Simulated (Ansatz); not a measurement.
InCuS$_{2}$ (chalcopyrite)

```
InCuS2
1.0
   -2.74161     2.74161     5.52189
    2.74161    -2.74161     5.52189
    2.74161     2.74161    -5.52189
Cu In S
2 2 4
Direct
  0.75000   0.25000   0.50000
  0.00000   0.00000   0.00000
  0.25000   0.75000   0.50000
  0.50000   0.50000   0.00000
  0.09207   0.12500   0.46707
  0.65793   0.62500   0.53293
  0.37500   0.90793   0.03293
  0.87500   0.34207   0.96707
```

The slice is a (001) plane (indices of the conventional cell) through the point (0.250, 0.750, 0.500) (fractional), spanned by u = [101] and v = [011] in vectors of this cell: u (5.48 Å) and v (5.48 Å, at 90° to u). It covers one period; positions are fractions (u, v).

Method: PBEsol (plane waves to 420 eV, PAW, scalar-relativistic; Ansatz, a first-principles code). k mesh 9×9×9. These are valence fields of a PAW run, semicore shells included where kept as valence: close to a nucleus they are smooth pseudo fields. At this level the bands of InCuS2 touch or barely overlap; measurements give the solid a gap. InCuS2 is run without spin polarisation. InCuS2 was relaxed with its symmetry unable to fall.

Three fields on this plane, each scaled to ten steps between its own extremes (0 low, 9 high; the total valence density on a logarithmic scale, the potential cut 8 eV below its top; x marks points blanked near nuclei; v = 0 in the bottom row):

Map A
```
|xxxxx332100000001233xxxx|
|xxxx43432100000012334xxx|
|xxxx34554310000134443xxx|
|xx434678653111134666434x|
|333468998642222468886433|
|333468998643223579997543|
|222468987533223468998532|
|11134676533xxx2357886421|
|000134543xxxxxxx35665310|
|000012332xxxxxxx33443100|
|00001222xxxxxxxxx3321000|
|00001222xxxxxxxxx2221000|
|00001233xxxxxxxxx2221000|
|000134433xxxxxxx23321000|
|001356653xxxxxxx34543100|
|11246887532xxx3356764311|
|223589986432233578986422|
|334579997532234689986433|
|333468886422224689986433|
|xx434666431111356876434x|
|xxxx34443100001345543xxx|
|xxxx43321000000123434xxx|
|xxxxx332100000001233xxxx|
|xxxxx332100000001233xxxx|
```

Map B
```
|xxxxx864321000113468xxxx|
|xxxx97654321111234679xxx|
|xxxx87654432222345678xxx|
|xx987766554333344567789x|
|887777666554444556677778|
|666666666666555666666666|
|444556677777777777666554|
|33344567789xxx9877665443|
|112345678xxxxxxx87655432|
|011234579xxxxxxx97654321|
|00123457xxxxxxxxx7643210|
|00123457xxxxxxxxx7543210|
|00123467xxxxxxxxx7543210|
|012345679xxxxxxx97543211|
|123455678xxxxxxx87654321|
|33445667789xxx9877654433|
|445566677777777777665544|
|666666666655566666666666|
|887777665544445566677778|
|xx987765443333455667789x|
|xxxx87654322223445678xxx|
|xxxx97643211112345679xxx|
|xxxxx864311000123468xxxx|
|xxxxx864310000013468xxxx|
```

Map C
```
|xxxxx046899999998740xxxx|
|xxxx00478999999987500xxx|
|xxxx02578899999987630xxx|
|xx002467889999998864200x|
|000356777889999988764200|
|345667777777788887776544|
|677788777655456777777776|
|88888887641xxx1467778888|
|999999874xxxxxxx46788899|
|999999861xxxxxxx15789999|
|99999985xxxxxxxxx5799999|
|99999974xxxxxxxxx4799999|
|99999975xxxxxxxxx5899999|
|999998751xxxxxxx16899999|
|999888764xxxxxxx47899999|
|88888777641xxx1467888888|
|667777777765455677788777|
|344567778888777777776654|
|000246788999998887764300|
|xx002568899999988764200x|
|xxxx03678999999887520xxx|
|xxxx00578999999987400xxx|
|xxxxx047899999998640xxxx|
|xxxxx036899999998630xxxx|
```

Q: Assign the maps to these fields: electron localisation function (ELF); valence electron density; electrostatic potential energy of an electron, from the cell's mean.

A: A is the electron localisation function (ELF); B is the valence electron density; C is the electrostatic potential energy of an electron, from the cell's mean.
